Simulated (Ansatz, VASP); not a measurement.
## Two plane-wave programs on Sc

```xyz
2
Lattice="3.2415 0.0000 0.0000 -1.6207 2.8072 0.0000 0.0000 0.0000 5.1657" Properties=species:S:1:pos:R:3 pbc="T T T"
Sc    1.6207    0.9357    3.8742
Sc    0.0000    1.8715    1.2914
```

Alike in both runs: task single point; functional LDA; k mesh 9 × 9 × 5; occupations gaussian, width 0.05 eV; no spin polarisation.

```csv
,VASP,Ansatz
version,VASP 6.6.1,Ansatz 0.2.0
potentials or method,"VASP PAW LDA potentials, release 64 (Sc_sv)",Ansatz PAW
plane-wave cutoff (eV),520,420
valence electrons in the cell,22,22
```

|  | VASP | Ansatz | Ansatz less VASP |
| --- | --- | --- | --- |
| gap on the k mesh at the Fermi level (eV) | none | none | - |
| pressure (GPa) | -2.3 | -2.4 | -0.06 |
| largest component of the traceless stress (GPa) | 1.41 | 1.41 | +0.004 |

A gap of «none» marks a metal or a gap that the smearing closes.

Caveats: the PAW data sets come from PBE, with cores solved anew for the run's functional, which leaves a small shift of forces and pressure (Ansatz).
